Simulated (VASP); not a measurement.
Output of a VASP run:

### OSZICAR
```
       N       E                     dE             d eps       ncg     rms          rms(c)
DAV:   1     0.100232058244E+03    0.10023E+03   -0.70281E+03   480   0.119E+03
DAV:   2    -0.105952125938E+02   -0.11083E+03   -0.10339E+03   732   0.272E+02
DAV:   3    -0.196834486714E+02   -0.90882E+01   -0.90435E+01   628   0.754E+01
DAV:   4    -0.198272498405E+02   -0.14380E+00   -0.14364E+00   576   0.121E+01
DAV:   5    -0.198300723274E+02   -0.28225E-02   -0.28213E-02   624   0.160E+00    0.305E+00
DAV:   6    -0.198405570133E+02   -0.10485E-01   -0.36296E+00   480   0.282E+01    0.132E+00
DAV:   7    -0.198809190175E+02   -0.40362E-01   -0.69351E-01   604   0.855E+00    0.961E-01
DAV:   8    -0.199972968979E+02   -0.11638E+00   -0.15724E-01   580   0.353E+00    0.885E-01
DAV:   9    -0.199423843838E+02    0.54913E-01   -0.12051E-01   516   0.264E+00    0.401E-01
DAV:  10    -0.200005217469E+02   -0.58137E-01   -0.29194E-02   492   0.204E+00    0.431E-01
DAV:  11    -0.200056497726E+02   -0.51280E-02   -0.45669E-03   596   0.504E-01    0.281E-01
DAV:  12    -0.200053177127E+02    0.33206E-03   -0.77170E-03   556   0.607E-01    0.323E-02
DAV:  13    -0.200066142536E+02   -0.12965E-02   -0.69530E-04   516   0.302E-01    0.429E-02
DAV:  14    -0.200066409532E+02   -0.26700E-04   -0.49217E-05   572   0.695E-02    0.158E-02
DAV:  15    -0.200066459966E+02   -0.50434E-05   -0.75911E-05   536   0.682E-02    0.894E-03
DAV:  16    -0.200066653029E+02   -0.19306E-04   -0.23688E-05   504   0.450E-02    0.154E-03
DAV:  17    -0.200066657729E+02   -0.46997E-06   -0.10205E-06   584   0.864E-03    0.136E-03
DAV:  18    -0.200066664676E+02   -0.69476E-06   -0.22880E-07   528   0.533E-03    0.678E-04
DAV:  19    -0.200066665242E+02   -0.56619E-07   -0.55728E-08   324   0.296E-03
   1 F= -.20006667E+02 E0= -.20006667E+02  d E =-.138897E-14
```

File OUTCAR:
```
------------------------ aborting loop because EDIFF is reached ----------------------------------------
  FORCE on cell =-STRESS in cart. coord.  units (eV):
  Direction    XX          YY          ZZ          XY          YZ          ZX
  --------------------------------------------------------------------------------------
  Total        0.3905850      0.3905850      0.3905850     -0.0000000     -0.0000000      0.0000000
  in kB        8.9961113      8.9961113      8.9961113     -0.0000000     -0.0000000      0.0000000
  external PRESSURE =       8.9961113 kB  Pullay stress =       0.0000000 kB
  volume of cell :       69.56
      direct lattice vectors                 reciprocal lattice vectors
     4.112669018  0.000000000  0.000000000     0.243151101  0.000000000  0.000000000
     0.000000000  4.112669018  0.000000000     0.000000000  0.243151101  0.000000000
     0.000000000  0.000000000  4.112669018     0.000000000  0.000000000  0.243151101
 POSITION                                       TOTAL-FORCE (eV/Angst)
 -----------------------------------------------------------------------------------
      0.00000      0.00000      0.00000         0.000000      0.000000      0.000000
      2.05633      2.05633      2.05633         0.000000      0.000000      0.000000
 -----------------------------------------------------------------------------------
    total drift:                                0.000000     -0.000000     -0.000000
  FREE ENERGIE OF THE ION-ELECTRON SYSTEM (eV)
  ---------------------------------------------------
  free  energy   TOTEN  =       -20.0066665242 eV

  energy  without entropy=      -20.0066665242  energy(sigma->0) =      -20.00666652
```
(Selected blocks of OUTCAR.)

POSCAR:
```
CsCl
1
    4.1126690177     0.0000000000     0.0000000000
    0.0000000000     4.1126690177     0.0000000000
    0.0000000000     0.0000000000     4.1126690177
Cs Cl
1 1
Direct
  0.0000000000   0.0000000000   0.0000000000
  0.5000000000   0.5000000000   0.5000000000
```

**Question.** Reconstruct the remaining input files.

**Answer.** One answer among several that fit: the input of the run itself, TPSS meta-GGA, plane waves, VASP's PBE PAW potentials (set 64).

KPOINTS:
```
Automatic mesh
0
Gamma
6 6 6
0 0 0
```

**INCAR**
```
# general
SYSTEM  = CsCl
PREC    = Accurate
ENCUT   = 520   # plane-wave cut-off (eV)
LREAL   = .FALSE.   # projection in real space or not
LASPH   = .TRUE.

# electronic loop
EDIFF   = 1E-7   # SCF stop (eV)
NELM    = 100   # most electronic steps
ALGO    = Normal   # blocked Davidson
LMAXMIX = 4   # l cut-off of mixed one-centre charges
LMIXTAU = .TRUE.

# smearing
ISMEAR  = 0
SIGMA   = 0.05   # width (eV)

# functional
METAGGA = TPSS

# ions
ISIF    = 2

# output
LWAVE   = .FALSE.
LCHARG  = .FALSE.
```

POTCAR, in this order: Cs_sv Cl (PBE.64 set). Program: vasp_std.

The compound is CsCl in the CsCl type structure. This cell is one point of a volume scan, at 0.94 of the reference volume.
